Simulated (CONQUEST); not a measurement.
TePb under changes of volume

One of the cells (33.730 Å³/atom); the others are scaled copies at fixed shape and fractional positions:

```
Pb Te
1.0
     4.56932    0.00000    0.00000
     0.00000    4.56932    0.00000
     0.00000    0.00000    6.46200
Pb Te
2 2
Direct
  0.00000 0.00000 0.00000
  0.50000 0.50000 0.50000
  0.00000 0.00000 0.50000
  0.50000 0.50000 0.00000
```

| Item | Value |
| --- | --- |
| Program | CONQUEST 1.3 |
| Functional | PBEsol |
| Potentials or basis | PseudoDojo NC PBEsol, DZP, grid of 48 × 48 × 64 points |
| k mesh | 6 × 6 × 4 |
| Occupations | fermi-dirac, width 0.05 eV |
| Spin | no spin polarisation |

| volume (Å³/atom) | energy over the lowest point (meV/atom) | pressure (GPa) | gap on the mesh (eV) |
| --- | --- | --- | --- |
| 31.706 | 17.28 | 3.1 | 0.61 |
| 32.380 | 6.92 | 1.8 | 0.66 |
| 33.055 | ? | ? | ? |
| 33.730 | 0.00 | -0.2 | 0.74 |
| 34.404 | 2.44 | -0.9 | 0.78 |
| 35.079 | 7.89 | -1.7 | 0.81 |
| 35.753 | 16.48 | -2.4 | 0.84 |

Problem. What does the run at 33.055 Å³/atom give?

Solution. Energy over the lowest point 1.34 meV/atom; pressure 0.9 GPa; gap on the mesh 0.70 eV.

Worked out: A Birch-Murnaghan fit of order 3 (a polynomial in V^(-2/3)) to the other rows has its minimum at 33.63 Å³/atom with B0 = V·E''(V) = 45 GPa and B' = 5.3. It gives 1.37 meV/atom at 33.055 Å³/atom, against the run's 1.34, and -dE/dV = 0.8 GPa, against 0.9. A straight line through the other rows of the gap, of slope 1.92 eV per unit of ln V, gives 0.70 eV, against the run's 0.70.

Energies are extrapolated to zero smearing.

Caveats: spin-orbit coupling is left out, which as a rule narrows the gap of such compounds by several tenths of an eV; the basis of atomic orbitals isn't converged, which shifts pressures, moduli and gaps; the real-space grid breaks the cell's symmetry a little.

A mesh can miss the band edges.
